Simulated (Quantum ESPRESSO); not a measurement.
BaTiO3:

```
Ba Ti O
1.0
     4.00600    0.00000    0.00000
     0.00000    4.00600    0.00000
     0.00000    0.00000    4.00600
Ba Ti O
1 1 3
Cartesian
  2.0030 2.0030 2.0030
  0.0000 0.0000 0.0000
  0.0000 0.0000 2.0030
  0.0000 2.0030 0.0000
  2.0030 0.0000 0.0000
```

Base run:

```yaml
Program: Quantum ESPRESSO 7.5
Functional: BLYP
Potentials_or_basis: PseudoDojo 0.4.1 SR PBE standard
Cutoff: 1143 eV
Density_cutoff: 4572 eV
k_mesh: 6 × 6 × 6, shifted
Occupations: fermi-dirac, width 0.05 eV
Spin: no spin polarisation
```

Its results: pressure 8.0 GPa; electronic dielectric tensor (diagonal) 6.47.

Q: After a change of settings the same cell gave: pressure -4.3 GPa; electronic dielectric tensor (diagonal) 6.67. Which change was it?
A. functional from BLYP to PBE; k mesh from 6 × 6 × 6, shifted to 6 × 6 × 6
B. functional from BLYP to PBE; k mesh from 6 × 6 × 6, shifted to 4 × 4 × 4
C. functional from BLYP to PBE
D. functional from BLYP to PBEsol; potentials or basis from PseudoDojo 0.4.1 SR PBE standard to PseudoDojo 0.4.1 SR PBEsol standard

A: D.

Caveats: this release of the barium file is off; the cell is more than 3 GPa from zero pressure, which shifts response properties; the potentials were made for another functional, which shifts forces and pressure (some runs).
